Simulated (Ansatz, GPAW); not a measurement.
Given: the input of a run of Ansatz 0.2.0 on InP. 

File input.yaml:

```yaml
crystal:
  lattice:
    - [0.0, 2.9305, 2.9305]
    - [2.9305, 0.0, 2.9305]
    - [2.9305, 2.9305, 0.0]
  atoms:
    - { symbol: In, position: [0.0, 0.0, 0.0] }
    - { symbol: P, position: [0.75, 0.75, 0.75] }
hamiltonian:
  xc: pbesol
  pseudopotentials: { kind: paw }
kpoints:
  mp_grid: { grid: [8, 8, 8] }
scf:
  occupations: { method: fermi_dirac, width: 0.05 }
output:
  forces: true
  stress: true
  eigenvalues: true
  write_density: true
  write_potential: true
  elf: true
  volumetric_format: npy
```

Potentials or basis: Ansatz PAW.

Command:

```bash
$ ansatz run input.yaml --threads 1 --pin off --max-ram 3584MiB --backend cpu --events-out ev --progress --plain --runs-dir out
```

Task: What does the same run look like in GPAW 26.7.0 (ASE script)? Potentials or basis there: PAW data sets generated for this functional, cutoff 600 eV.

Result: As run (cutoffs and basis follow the program's own potentials, and thresholds, step limits or extra output files can differ):

File run.py:

```python
from ase import Atoms
from ase.dft.bandgap import bandgap
from ase.io import write
from ase.units import GPa
from gpaw import GPAW, PW, setup_paths

setup_paths.insert(0, '.')

atoms = Atoms(['In', 'P'],
              cell=[[0.0, 2.9305, 2.9305],
                    [2.9305, 0.0, 2.9305],
                    [2.9305, 2.9305, 0.0]],
              scaled_positions=[[0.0, 0.0, 0.0],
                                [0.75, 0.75, 0.75]],
              pbc=True)

calc = GPAW(mode=PW(600),
            xc='PBEsol',
            kpts={'size': (8, 8, 8), 'gamma': True},
            occupations={'name': 'fermi-dirac', 'width': 0.05},
            nbands=18,
            convergence={'density': 1e-05, 'energy': 1e-05},
            maxiter=150,
            txt='gpaw.txt')
atoms.calc = calc
energy = atoms.get_potential_energy()
forces = atoms.get_forces()
stress = atoms.get_stress()
calc.write('gs.gpw')
write('result.traj', atoms)
print(f'Energy: {energy:.6f} eV')
print('Forces (eV/A):')
print(forces.round(4))
print('Stress (GPa):', (stress / GPa).round(3))
print('Fermi level:', round(calc.get_fermi_level(), 4), 'eV')
print(f'Gap: {bandgap(calc)[0]:.4f} eV, direct: {bandgap(calc, direct=True)[0]:.4f} eV')
```

Potentials or basis: PAW data sets generated in the run's folder for this functional, pw.

Run with:

```bash
$ gpaw-setup -f PBEsol In P
$ OMP_NUM_THREADS=1 python run.py
```

Both were run:

|  | Ansatz | GPAW |
| --- | --- | --- |
| Pressure | 0.6 GPa | 0.4 GPa |

Ansatz's pressure holds a Pulay term of +0.04 GPa for its cutoff of 420 eV, which the other run lacks.

Ansatz's potentials were made for PBE.

Where Ansatz's input types no cutoff or centring, it takes its own default and a Γ-centred mesh.

Pressure is positive in compression.
